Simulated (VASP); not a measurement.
InP, 2 atoms in the cell. It takes space group F-43m (No. 216, cubic). The conventional cell has a = 5.821 Å, b = 5.821 Å, c = 5.821 Å, α = 90.00°, β = 90.00°, γ = 90.00°. In (site symmetry -43m) is surrounded by 4 P at 2.52 Å. P (site symmetry -43m) is surrounded by 4 In at 2.52 Å. 

```yaml
Program: VASP 6.6.1
Task: Born charges and dielectric tensor
Functional: LDA
Potentials_or_basis: VASP PAW LDA potentials, release 64 (In_d, P)
Cutoff: 350 eV
k_mesh: 6 × 6 × 6
Occupations: gaussian, width 0.02 eV
Spin: no spin polarisation
Further_INCAR_settings: ALGO = Normal; EDIFF = 1e-08; IBRION = 8; NSW = 1
```

Potentials or basis: VASP PAW LDA potentials, release 64 (In_d, P).

The run is started by

```sh
$ cat potpaw_LDA.64/In_d/POTCAR potpaw_LDA.64/P/POTCAR > POTCAR
$ mpirun -np 1 vasp_std > vasp.out
```

Hardware: 1 thread of Intel(R) Xeon(R) Platinum 8259CL CPU @ 2.50GHz (Skylake/Cascade Lake), on a shared host.

**Question.** Estimate the wall time of this run.

**Answer.** Wall time 3.7 min on 1 thread of Intel(R) Xeon(R) Platinum 8259CL CPU @ 2.50GHz (Skylake/Cascade Lake), with other jobs on the host, peak memory 0.18 GiB. Counts: scf iterations 206, k points 16.
